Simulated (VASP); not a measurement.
# C (P1) in VASP: relaxation of cell and atoms with PBE

Aim: the relaxation of cell and atoms of C with PBE.

Everything below comes from runs of VASP 6.6.1. Logs are shortened: lines on timing, memory, paths and dates and some standing lists are left out, and cuts for length are marked.

## Step 1: The cell of the first run

The typed cell holds 4 atoms: a = 2.456 Å, b = 2.456 Å, c = 7.173 Å, α = 90.00°, β = 90.00°, γ = 120.00°.

## Step 2: Relaxation of cell and atoms, PBE (atom 1 moved 0.45 Å)

Input file INCAR:

```
  PREC = Accurate
  ENCUT = 600
  EDIFF = 1E-6
  ISMEAR = 0
  SIGMA = 0.05
  LREAL = F
  LASPH = T
  NELM = 80
  ALGO = Normal
  ISIF = 3
  LWAVE = F
  LCHARG = F
  GGA = PE
  IBRION = 2
  NSW = 60
  EDIFFG = -0.01
```

Input file KPOINTS:

```
regular mesh
0
Gamma
  12 12 4
```

Input file POSCAR:

```
C
1.0
    1.2280479700     -2.1270618200      0.0000000000
    1.2280479700      2.1270618200      0.0000000000
    0.0000000000      0.0000000000      7.1732677600
C
4
Direct
    0.2168838300      0.0152197500      0.7761076700
    0.5388780000      0.3837541400      0.2392057100
    0.8721190800      0.0505130600      0.2392057100
    0.3721190800      0.5505130600      0.7454809100
```

Potentials or basis: VASP PAW PBE potentials, release 64 (C).

Command:

```bash
$ cat potpaw_PBE.64/C/POTCAR > POTCAR
$ mpirun -np 1 vasp_std > vasp.out
```

OUTCAR:

```text
PREC = Accurate
   ENCUT = 600
   EDIFF = 1E-6
   ISMEAR = 0
   LREAL = F
   LASPH = T
   NELM = 80
   ISIF = 3
   GGA = PE
   IBRION = 2
   NSW = 60
   EDIFFG = -0.01

 ion  position               nearest neighbor table
   1  0.217  0.015  0.776-   4 1.19   4 1.39   4 1.81
   2  0.539  0.384  0.239-   3 1.42   3 1.42   3 1.42
   3  0.872  0.051  0.239-   2 1.42   2 1.42   2 1.42
   4  0.372  0.551  0.745-   1 1.19   1 1.39   1 1.81

  LATTYP: Found a hexagonal cell.
 ALAT       =     2.4561135566
 C/A-ratio  =     2.9205765918

  Lattice vectors:

 A1 = (   1.2280479700,  -2.1270618200,   0.0000000000)
 A2 = (   1.2280479700,   2.1270618200,   0.0000000000)
 A3 = (   0.0000000000,   0.0000000000,   7.1732677600)

Analysis of symmetry for initial positions (statically):
=====================================================================
 Subroutine PRICEL returns:
 Original cell was already a primitive cell.

 Routine SETGRP: Setting up the symmetry group for a
 hexagonal supercell.

 Subroutine GETGRP returns: Found  1 space group operations
 (whereof  1 operations were pure point group operations)
 out of a pool of 24 trial point group operations.

The static configuration has the point symmetry C_1 .

Analysis of symmetry for dynamics (positions and initial velocities):
=====================================================================
 Subroutine PRICEL returns:
 Original cell was already a primitive cell.

 Routine SETGRP: Setting up the symmetry group for a
 hexagonal supercell.

 Subroutine GETGRP returns: Found  1 space group operations
 (whereof  1 operations were pure point group operations)
 out of a pool of 24 trial point group operations.

The dynamic configuration has the point symmetry C_1 .

 Subroutine INISYM returns: Found  1 space group operations
 (whereof  1 operations are pure point group operations),
 and found     1 'primitive' translations

----------------------------------------------------------------------------------------

                                     Primitive cell

  volume of cell :      37.4751

  direct lattice vectors                    reciprocal lattice vectors
     1.228047970 -2.127061820  0.000000000     0.407150219 -0.235066041  0.000000000
     1.228047970  2.127061820  0.000000000     0.407150219  0.235066041  0.000000000
     0.000000000  0.000000000  7.173267760     0.000000000  0.000000000  0.139406479

  length of vectors
     2.456113557  2.456113557  7.173267760     0.470135453  0.470135453  0.139406479

  position of ions in fractional coordinates (direct lattice)
     0.216883830  0.015219750  0.776107670
     0.538878000  0.383754140  0.239205710
     0.872119080  0.050513060  0.239205710
     0.372119080  0.550513060  0.745480910

  ion indices of the primitive-cell ions
   primitive index   ion index
                 1           1
                 2           2
                 3           3
                 4           4

----------------------------------------------------------------------------------------

 KPOINTS: regular mesh

Automatic generation of k-mesh.
 Grid dimensions read from file:
 generate k-points for:   12   12    4

 Generating k-lattice:

  Cartesian coordinates                     Fractional coordinates (reciprocal lattice)
     0.033929185 -0.019588837  0.000000000     0.083333333 -0.000000000  0.000000000
     0.033929185  0.019588837  0.000000000    -0.000000000  0.083333333  0.000000000
     0.000000000  0.000000000  0.034851620     0.000000000  0.000000000  0.250000000

  Length of vectors
     0.039177954  0.039177954  0.034851620

  Shift w.r.t. Gamma in fractional coordinates (k-lattice)
     0.000000000  0.000000000  0.000000000

 Subroutine IBZKPT returns following result:
 ===========================================

 Found    292 irreducible k-points:

 Following reciprocal coordinates:
            Coordinates               Weight
  0.000000  0.000000  0.000000      1.000000
  0.083333  0.000000  0.000000      2.000000
  0.000000  0.083333  0.000000      2.000000
 -0.083333  0.083333  0.000000      2.000000
  0.166667  0.000000  0.000000      2.000000
  0.000000  0.166667  0.000000      2.000000
[... 16 lines left out ...]
  0.166667  0.083333  0.000000      2.000000
 -0.083333  0.250000  0.000000      2.000000
 [... further k-points ...]
   k-points           NKPTS =    292   k-points in BZ     NKDIM =    292   number of bands    NBANDS=     12
   number of dos      NEDOS =    301   number of ions     NIONS =      4
   total plane-waves  NPLWV =  24000
   dimension x,y,z NGX =    20 NGY =   20 NGZ =   60
   dimension x,y,z NGXF=    40 NGYF=   40 NGZF=  120
   ions per type =               4
   NGX,Y,Z   is equivalent  to a cutoff of  13.54, 13.54, 13.91 a.u.
   NGXF,Y,Z  is equivalent  to a cutoff of  27.07, 27.07, 27.81 a.u.
 SYSTEM =  unknown system
   PREC   = accura    normal or accurate (medium, high low for compatibility)
   ISTART =      0    job   : 0-new  1-cont  2-samecut
   ICHARG =      2    charge: 1-file 2-atom 10-const
   ISPIN  =      1    spin polarized calculation?
   LNONCOLLINEAR =      F non collinear calculations
   LSORBIT =      F    spin-orbit coupling
   LASPH  =      T    aspherical Exc in radial PAW
   ENCUT  =  600.0 eV  44.10 Ry    6.64 a.u.   4.91  4.91 14.33*2*pi/ulx,y,z
   NELM   =     80;   NELMIN=  2; NELMDL= -5     # of ELM steps
   EDIFF  = 0.1E-05   stopping-criterion for ELM
   LREAL  =      F    real-space projection
   EDIFFG = -.1E-01   stopping-criterion for IOM
   NSW    =     60    number of steps for IOM
   IBRION =      2    ionic relax: 0-MD 1-quasi-New 2-CG
   NFREE  =      1    steps in history (QN), initial steepest desc. (CG)
   ISIF   =      3    stress and relaxation
   ISYM   =      2    0-nonsym 1-usesym 2-fastsym
   POTIM  = 0.5000    time-step for ionic-motion
   TEBEG  =    0.0;   TEEND  =   0.0 temperature during run
   PSTRESS=    0.0 pullay stress
   NELECT =      16.0000    total number of electrons
   NUPDOWN=      -1.0000    fix difference up-down
   EMIN   =  10.00;   EMAX   =-10.00  energy-range for DOS
   EFERMI =   0.00;   METHOD = LEGACY
   ISMEAR =     0;   SIGMA  =   0.05  broadening in eV -4-tet -1-fermi 0-gaus
   EFERMI_NEDOS =   21; number of points for ismear=-14 and -15
   IALGO  =     38    algorithm
   IMIX   =      4    mixing-type and parameters
     AMIX     =   0.40;   BMIX     =  1.00
     AMIX_MAG =   1.60;   BMIX_MAG =  1.00
  volume/ion in A,a.u.               =       9.37        63.22
  Fermi-wavevector in a.u.,A,eV,Ry     =   1.232728  2.329519 20.675669  1.519619
  Thomas-Fermi vector in A             =   2.367487
   LORBIT       =      0    0 simple, 1 ext, 2 COOP (PROOUT), +10 PAW based schemes
   GGA     = PE    functional components
   LHFCALC =     F    Hartree Fock is set to
   AEXX    =    0.0000 exact exchange contribution
   IVDW    =     0    specifies the selected vdW correction
   LEPSILON=     F    determine dielectric tensor
   LRPA    =     F    only Hartree local field effects (RPA)
 conjugate gradient relaxation of ions
 non-spin polarized calculation
 Gauss-broadening in eV      SIGMA  =   0.05
  energy-cutoff  :      600.00
  volume of cell :       37.48
 maximum number of plane-waves:      1278
   NGX =  9   NGY =  9   NGZ = 29

--------------------------------------- Ionic step        1  -------------------------------------------

 number of electron      16.0000001 magnetization

 Free energy of the ion-electron system (eV)
  ---------------------------------------------------
  ext. energy  EPLUGINS =         0.00000000
  ---------------------------------------------------
  free energy    TOTEN  =       -33.84768128 eV

  energy without entropy =      -33.84694996  energy(sigma->0) =      -33.84731562

------------------------ aborting loop because EDIFF is reached ----------------------------------------

  FORCE on cell =-STRESS in cart. coord.  units (eV):
  Direction    XX          YY          ZZ          XY          YZ          ZX
  --------------------------------------------------------------------------------------
  -------------------------------------------------------------------------------------
  Total        8.4809555      7.5237126      0.2018448      4.4231769     -1.1785255     -2.5885923
  in kB      362.5875477    321.6623985      8.6295021    189.1047385    -50.3856770   -110.6704723
  external PRESSURE =     230.9598161 kB  Pullay stress =       0.0000000 kB
[... 95 lines left out ...]
  FREE ENERGIE OF THE ION-ELECTRON SYSTEM (eV)
  ---------------------------------------------------
  free  energy   TOTEN  =       -33.2947573536 eV

  energy  without entropy=      -33.2945502560  energy(sigma->0) =      -33.29465380

 E-fermi :   6.6766     XC(G=0): -10.3295

 val. band max:        6.6474324697   @ k =  -0.1667  -0.4167   0.5000
 cond. band min:       6.7196691199   @ k =  -0.2500  -0.4167   0.2500
 fundamental gap:      0.0722366503
 Fermi energy:         6.6765555342

 k-point     1 :       0.0000    0.0000    0.0000
  band No.  band energies     occupation
      1     -16.2101      2.00000
      2     -16.0506      2.00000
      3      -4.6903      2.00000
      4      -3.5319      2.00000
      5      -0.8035      2.00000
      6       2.4055      2.00000
      7       4.0770      2.00000
      8       8.2444      0.00000
      9       8.7835      0.00000
     10       9.8607      0.00000
     11      13.5007      0.00000
     12      13.7632      0.00000
[... 331 lines left out ...]
 k-point    24 :      -0.0833    0.2500    0.0000
  band No.  band energies     occupation
      1     -14.7536      2.00000
      2     -14.6222      2.00000
      3      -2.8470      2.00000
      4      -2.3518      2.00000
      5      -1.6254      2.00000
      6      -1.3101      2.00000
      7       1.1759      2.00000
      8       1.3584      2.00000
      9      10.4205      0.00000
     10      14.9632      0.00000
     11      15.5461      0.00000
     12      16.0013      0.00000

 [... further k-points ...]

 E-fermi :   3.7578     XC(G=0):  -9.5663

 val. band max:        3.7388905291   @ k =   0.3333   0.3333   0.5000
 cond. band min:       3.7782121072   @ k =  -0.3333  -0.3333   0.2500
 fundamental gap:      0.0393215781
 Fermi energy:         3.7578032779

 k-point     1 :       0.0000    0.0000    0.0000
  band No.  band energies     occupation
      1     -15.8076      2.00000
      2     -15.6801      2.00000
      3      -4.3720      2.00000
      4      -3.2635      2.00000
      5       0.7053      2.00000
      6       0.7236      2.00000
      7       0.7265      2.00000
      8       0.7357      2.00000
      9       7.3310      0.00000
     10      12.0256      0.00000
     11      12.0573      0.00000
     12      12.0918      0.00000
[... 331 lines left out ...]
 k-point    24 :      -0.0833    0.2500    0.0000
  band No.  band energies     occupation
      1     -14.6634      2.00000
      2     -14.5472      2.00000
      3      -2.9918      2.00000
      4      -2.6903      2.00000
      5      -2.6626      2.00000
      6      -1.9596      2.00000
      7      -1.2892      2.00000
      8      -1.2749      2.00000
      9       8.8064      0.00000
     10      11.6947      0.00000
     11      11.9532      0.00000
     12      12.5421      0.00000

 [... further k-points ...]

[... ionic steps 4 to 43 ...]

--------------------------------------- Ionic step       44  -------------------------------------------

 number of electron      16.0000000 magnetization

------------------------ aborting loop because EDIFF is reached ----------------------------------------
[... 71 lines left out ...]
--------------------------------------- Ionic step       46  -------------------------------------------

 number of electron      16.0000000 magnetization

 Free energy of the ion-electron system (eV)
  ---------------------------------------------------
  ext. energy  EPLUGINS =         0.00000000
  ---------------------------------------------------
  free energy    TOTEN  =       -36.89621593 eV

  energy without entropy =      -36.89581482  energy(sigma->0) =      -36.89601537

 E-fermi :   3.2342     XC(G=0):  -9.1189

 val. band max:        3.2220571126   @ k =   0.3333   0.3333   0.5000
 cond. band min:       3.2492767517   @ k =   0.3333   0.3333   0.5000
 fundamental gap:      0.0272196391
 Fermi energy:         3.2341934416

 k-point     1 :       0.0000    0.0000    0.0000
  band No.  band energies     occupation
      1     -16.3014      2.00000
      2     -16.2340      2.00000
      3      -4.7191      2.00000
      4      -3.9885      2.00000
      5       0.1893      2.00000
      6       0.1921      2.00000
      7       0.1973      2.00000
      8       0.1980      2.00000
      9       6.5234      0.00000
     10      10.4652      0.00000
     11      11.5265      0.00000
     12      11.5363      0.00000
[... 331 lines left out ...]
 k-point    24 :      -0.0833    0.2500    0.0000
  band No.  band energies     occupation
      1     -15.1581      2.00000
      2     -15.0970      2.00000
      3      -3.3465      2.00000
      4      -3.2066      2.00000
      5      -3.1946      2.00000
      6      -2.6676      2.00000
      7      -1.8170      2.00000
      8      -1.8105      2.00000
      9       8.0171      0.00000
     10      11.2298      0.00000
     11      11.3375      0.00000
     12      11.7741      0.00000

 [... further k-points ...]

------------------------ aborting loop because EDIFF is reached ----------------------------------------

  FORCE on cell =-STRESS in cart. coord.  units (eV):
  Direction    XX          YY          ZZ          XY          YZ          ZX
  --------------------------------------------------------------------------------------
  -------------------------------------------------------------------------------------
  Total       -0.0194204     -0.0246327      0.0115073     -0.0336742      0.0098837     -0.0075358
  in kB       -0.7366744     -0.9343939      0.4365086     -1.2773646      0.3749196     -0.2858554
  external PRESSURE =      -0.4115199 kB  Pullay stress =       0.0000000 kB
[... 19 lines left out ...]
  FREE ENERGIE OF THE ION-ELECTRON SYSTEM (eV)
  ---------------------------------------------------
  free  energy   TOTEN  =       -36.8962159269 eV

  energy  without entropy=      -36.8958148197  energy(sigma->0) =      -36.89601537

 reached required accuracy - stopping structural energy minimisation
```

It took 40 min on 1 thread of Intel Xeon Platinum 8259CL at 2.50GHz (Skylake/Cascade Lake), shared host; peak memory 0.3 GiB.

Results:

- Free energy: -36.8962 eV
- Relaxed volume: 10.56 Å³/atom
- Relaxed cell: a = 2.467 Å, b = 2.468 Å, c = 8.037 Å, α = 92.41°, β = 92.22°, γ = 120.00°
- Space group after relaxing (to 0.05 Å): P-1 (No. 2)
- Energy gained by relaxing: 762.1 meV/atom
- Ionic steps: 46
- Pressure after relaxing: 0.0 GPa
- Largest force after relaxing: 0.009 eV/Å
- Band gap on the k mesh: 0.03 eV, direct

Forces on the atoms (eV/Å):
```
C    0.004  0.000 -0.009
C   -0.001 -0.007  0.003
C    0.002  0.007  0.003
C   -0.004  0.000  0.003
```

Step by step:
```tsv
step	energy change (eV)	largest force (eV/Å)	pressure (GPa)	volume (Å³)
1	0.0000	13.0932	23.10	37.48
3	0.5529	5.9608	-36.38	46.71
5	0.2412	5.7110	-29.60	45.39
7	-1.5901	7.2053	-1.77	38.96
9	-2.1695	4.7322	-20.80	40.78
11	-2.8662	3.1640	-2.38	38.30
13	-2.9146	3.0301	4.49	37.61
15	-3.0247	0.2816	1.46	37.87
17	-3.0319	0.1562	0.00	38.08
19	-3.0329	0.0812	0.29	38.10
21	-3.0347	0.1388	1.61	38.31
23	-3.0362	0.1549	1.33	38.52
25	-3.0405	0.2353	0.16	39.46
27	-3.0411	0.2950	-0.58	40.09
29	-3.0457	0.1715	-0.40	40.84
31	-3.0471	0.2094	-0.21	41.60
33	-3.0482	0.0662	0.10	41.94
35	-3.0484	0.0479	0.01	42.08
37	-3.0484	0.0179	0.00	42.13
39	-3.0485	0.0189	0.03	42.14
41	-3.0485	0.0118	0.04	42.15
43	-3.0485	0.0257	-0.04	42.19
45	-3.0485	0.0170	-0.04	42.21
46	-3.0485	0.0095	-0.04	42.24
```

Final structure:
```
CELL_PARAMETERS angstrom
1.23032 -2.13775 -0.05078
1.23420 2.13615 -0.06718
-0.26569 0.01580 8.03249
ATOMIC_POSITIONS crystal
C 0.96093 0.61439 0.75567
C 0.53905 0.38562 0.24435
C 0.87236 0.05220 0.24432
C 0.62767 0.94779 0.75566
```

A k mesh can miss the band edges.
